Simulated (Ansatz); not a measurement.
# ZnSe (F-43m)

The calculation used DFT PBEsol, scalar-relativistic, plane waves, PAW in Ansatz 0.2.0.

Settings: cutoff 420 eV, Γ-centred mesh 8×8×8 on the computed 2-atom cell, Gaussian smearing of 0.02 eV; no spin polarisation.

The structure is relaxed at this level of theory with its symmetry kept.

It takes space group F-43m (No. 216, cubic). The conventional cell has a = 5.633 Å, b = 5.633 Å, c = 5.633 Å, α = 90.00°, β = 90.00°, γ = 90.00°. Zn (site symmetry -43m) is surrounded by 4 Se at 2.44 Å. Around Se (site symmetry -43m) lie 4 Zn at 2.44 Å.

```json
{"Volume per atom": "22.34 Å³", "Formation energy from the elements' standard states (uncorrected)": "-0.671 eV/atom", "Kohn–Sham band gap": "1.24 eV, direct at Γ", "Löwdin character of the top 1 eV of the valence band": "Se 4p 89 %", "Löwdin character of the lowest 1 eV of the conduction band": "Zn 4s 56 %, Se 4s 21 %, Se 4p 19 %", "Electron masses at the edge by Cartesian direction of the standard setting (m_e; degenerate bands sorted by energy; no spin-orbit coupling)": "x: 0.092; y: 0.092; z: 0.092", "Hole masses at the edge by Cartesian direction of the standard setting (m_e; degenerate bands sorted by energy; no spin-orbit coupling)": "x: 0.58, 0.58, 0.097; y: 0.58, 0.58, 0.097; z: 0.58, 0.58, 0.097", "Bulk modulus": "65 GPa", "Its pressure derivative": "4.6", "Bader charges (e)": "Zn (1 in the cell) 0.72, Se (1 in the cell) -0.72"}
```